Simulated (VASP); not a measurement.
These are rev-vdW-DF2, VASP's PBE PAW potentials (set 64) (plane waves; VASP) values and carry that method's errors.

VASP input:

**POSCAR**
```
CaF2
1
    0.0000000000     2.7137071620     2.7137071620
    2.7137071620    -0.0000000000     2.7137071620
    2.7137071620     2.7137071620     0.0000000000
Ca F
1 2
Direct
  1.0000000000   0.0000000000   1.0000000000
  0.2500000000   0.2500000000   0.2500000000
  0.7500000000   0.7500000000   0.7500000000
```

**INCAR**
```
PREC = Accurate
LREAL = F
SIGMA = 0.05
NSW = 60   # most ionic steps
ISMEAR = 0   # Gaussian
ISIF = 3   # ions, shape and volume
GGA = MK
SYSTEM = CaF2
EDIFF = 1E-6   # SCF stop (eV)
IBRION = 2   # conjugate gradients
ALGO = Normal
LCHARG = F
LUSE_VDW = T
PARAM2 = 0.7114
EDIFFG = -0.02   # ionic stop
AGGAC = 0.0
PARAM1 = 0.1234568
NELM = 100   # most electronic steps
ZAB_VDW = -1.8867
LASPH = T   # aspherical one-centre terms
LWAVE = F
ENCUT = 520   # plane-wave cut-off (eV)
```

File KPOINTS:
```
Automatic mesh
0
Gamma
6 6 6
0 0 0
```

POTCAR, in this order: Ca_sv F (PBE.64 set). Program: vasp_std.

The resulting files:

File OSZICAR:
```
       N       E                     dE             d eps       ncg     rms          rms(c)
DAV:   1     0.226308089535E+03    0.22631E+03   -0.14046E+04   512   0.154E+03
DAV:   2    -0.434002352280E+01   -0.23065E+03   -0.22776E+03   688   0.392E+02
DAV:   3    -0.131996662292E+02   -0.88596E+01   -0.88556E+01   528   0.876E+01
DAV:   4    -0.135524464476E+02   -0.35278E+00   -0.35270E+00   896   0.133E+01
DAV:   5    -0.135554320842E+02   -0.29856E-02   -0.29856E-02   528   0.131E+00    0.794E+00
DAV:   6    -0.122293142360E+02    0.13261E+01   -0.71344E+00   528   0.191E+01    0.306E+00
DAV:   7    -0.122158803888E+02    0.13434E-01   -0.18830E-01   672   0.397E+00    0.163E+00
DAV:   8    -0.122122073585E+02    0.36730E-02   -0.26847E-02   576   0.211E+00    0.187E-01
DAV:   9    -0.122132898114E+02   -0.10825E-02   -0.52026E-03   728   0.559E-01    0.123E-01
DAV:  10    -0.122135138459E+02   -0.22403E-03   -0.33667E-04   560   0.180E-01    0.284E-02
DAV:  11    -0.122135072819E+02    0.65641E-05   -0.65920E-05   688   0.796E-02    0.848E-03
DAV:  12    -0.122135083277E+02   -0.10458E-05   -0.80643E-06   672   0.268E-02    0.246E-03
DAV:  13    -0.122135083722E+02   -0.44481E-07   -0.16879E-06   536   0.103E-02
   1 F= -.12213508E+02 E0= -.12213508E+02  d E =-.122135E+02
       N       E                     dE             d eps       ncg     rms          rms(c)
DAV:   1    -0.123200078957E+02   -0.10650E+00   -0.23902E+00   624   0.161E+01    0.244E+00
DAV:   2    -0.122274900291E+02    0.92518E-01   -0.45860E-01   536   0.557E+00    0.615E-01
DAV:   3    -0.122187215305E+02    0.87685E-02   -0.16035E-02   752   0.161E+00    0.270E-01
DAV:   4    -0.122174094471E+02    0.13121E-02   -0.12357E-02   808   0.894E-01    0.104E-01
DAV:   5    -0.122174359085E+02   -0.26461E-04   -0.18051E-04   592   0.142E-01    0.931E-02
DAV:   6    -0.122176332277E+02   -0.19732E-03   -0.35942E-04   848   0.163E-01    0.157E-02
DAV:   7    -0.122176296718E+02    0.35559E-05   -0.99238E-06   656   0.391E-02    0.504E-03
DAV:   8    -0.122176290874E+02    0.58440E-06   -0.18122E-06   664   0.153E-02
   2 F= -.12217629E+02 E0= -.12217629E+02  d E =-.412072E-02
```

File OUTCAR:
```
------------------------ aborting loop because EDIFF is reached ----------------------------------------
  FORCE on cell =-STRESS in cart. coord.  units (eV):
  Direction    XX          YY          ZZ          XY          YZ          ZX
  --------------------------------------------------------------------------------------
  Total       -0.0484607     -0.0484607     -0.0484607      0.0000000      0.0000000      0.0000000
  in kB       -1.9014441     -1.9014441     -1.9014441      0.0000000      0.0000000      0.0000000
  external PRESSURE =      -1.9014441 kB  Pullay stress =       0.0000000 kB
  volume of cell :       40.83
      direct lattice vectors                 reciprocal lattice vectors
     0.000000000  2.733142455  2.733142455    -0.182939605  0.182939605  0.182939605
     2.733142455  0.000000000  2.733142455     0.182939605 -0.182939605  0.182939605
     2.733142455  2.733142455 -0.000000000     0.182939605  0.182939605 -0.182939605
 POSITION                                       TOTAL-FORCE (eV/Angst)
 -----------------------------------------------------------------------------------
      2.73314      5.46628      2.73314        -0.000000      0.000000     -0.000000
      1.36657      1.36657      1.36657        -0.000000     -0.000000     -0.000000
      4.09971      4.09971      4.09971         0.000000      0.000000      0.000000
 -----------------------------------------------------------------------------------
    total drift:                                0.000000     -0.000000      0.000000
  FREE ENERGIE OF THE ION-ELECTRON SYSTEM (eV)
  ---------------------------------------------------
  free  energy   TOTEN  =       -12.2176290874 eV

  energy  without entropy=      -12.2176290874  energy(sigma->0) =      -12.21762909

 reached required accuracy - stopping structural energy minimisation
```
(Selected blocks of OUTCAR.)

File CONTCAR:
```
CaF2
   1.00000000000000
     0.0000000000000000    2.7331424553334247    2.7331424553334247
     2.7331424553334247    0.0000000000000000    2.7331424553334247
     2.7331424553334247    2.7331424553334247   -0.0000000000000000
  Ca              F
     1     2
Direct
     1.0000000000000000    0.0000000000000000    1.0000000000000000
     0.2500000000000000    0.2500000000000000    0.2500000000000000
     0.7500000000000000    0.7500000000000000    0.7500000000000000
```

Energy and stress use the plane-wave basis of the starting cell.

The compound is CaF2 in the fluorite structure. This run relaxes it. Symmetry was kept, so distortions that lower it aren't found.
